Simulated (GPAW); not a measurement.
Runs of GPAW 26.7.0 on V. It takes space group P6_3/mmc (No. 194, hexagonal). The conventional cell has a = 2.604 Å, b = 2.604 Å, c = 4.723 Å, α = 90.00°, β = 90.00°, γ = 120.00°. Around V (site symmetry -6m2) lie 12 V at 2.60 to 2.80 Å. This isn't the form of V at room conditions, which is bcc.

```csv
level,U,pressure (GPa),moment (μB)
PBEsol+U,V d U = 3 eV,7.5,(a)
PBEsol+U,V d U = 1 eV,-3.9,0.00
PBEsol+U,V d U = 6 eV,44.5,5.98
PBEsol+U,V d U = 4 eV,12.7,2.31
PBEsol+U,V d U = 2 eV,(b),0.92
PBEsol+U,V d U = 8 eV,75.0,5.63
PBEsol,-,-5.8,0.00
```

Alike in all rows: task band structure; potentials or basis PAW data sets generated in the run's folder for this functional, pw; spin collinear, ferromagnetic start; cell as given; k mesh 9 × 9 × 4; cutoff (eV) 600; smearing fermi-dirac 0.05 eV.

Task: Estimate the missing entries.

Result: (a) 2.21; (b) -0.8.

Caveats: the U is typed as a test and isn't derived for this compound (some runs); a pressure of tens of GPa on the cell as given is suspect, and the run, the potentials or the cell itself is likely at fault (some runs).
